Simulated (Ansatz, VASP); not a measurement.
**Two plane-wave programs on Be**

File INCAR:

```
PREC = Accurate
ENCUT = 600
EDIFF = 1E-7
ISMEAR = 0
SIGMA = 0.1
LREAL = F
LASPH = T
NELM = 80
ALGO = Normal
ISIF = 3
LWAVE = F
LCHARG = F
GGA = PE
IBRION = 2
NSW = 100
EDIFFG = -0.01
```

The input KPOINTS:

```
regular mesh
0
Gamma
  22 22 22
```

File POSCAR:

```
Be
1.0
    0.0000000000      1.5779192498      1.5779192498
    1.5779192498      0.0000000000      1.5779192498
    1.5779192498      1.5779192498      0.0000000000
Be
1
Direct
    0.0000000000      0.0000000000      0.0000000000
```

Input for Ansatz:

```yaml
crystal:
  lattice:
    - [0.0, 1.5779192498, 1.5779192498]
    - [1.5779192498, 0.0, 1.5779192498]
    - [1.5779192498, 1.5779192498, 0.0]
  atoms:
    - { symbol: Be, position: [0.0, 0.0, 0.0] }
basis:
  ecutwfc: 420
kpoints:
  mp_grid: { grid: [22, 22, 22] }
hamiltonian:
  xc: pbe
scf:
  occupations: { method: gaussian, width: 0.1 }
output:
  forces: true
  stress: true
  eigenvalues: true
relax:
  adjacent_minimum: "off"
  f_tol: 0.01
  max_steps: 80
  cell: { stress_tol: 0.05 }
```

Alike in both runs: task relaxation of cell and atoms; functional PBE; k mesh 22 × 22 × 22; occupations gaussian, width 0.1 eV; no spin polarisation.

```csv
,VASP,Ansatz
version,VASP 6.6.1,Ansatz 0.2.0
potentials or method,"VASP PAW PBE potentials, release 64 (Be)","scalar-relativistic, plane waves, PAW"
plane-wave cutoff (eV),600,420
valence electrons in the cell,2,2
```

Ansatz gave:

```
gap on the k mesh at the Fermi level, each at its own relaxed structure (eV) : none
relaxed volume (Å³/atom)                                                     : 7.87
relaxed cell length with the largest relative difference (Å)                 : 2.233
```

Q: Estimate VASP's values.

A: gap on the k mesh at the Fermi level, each at its own relaxed structure (eV): none; relaxed volume (Å³/atom): 7.88; relaxed cell length with the largest relative difference (Å): 2.234.

A gap of «none» marks a metal or a gap that the smearing closes.
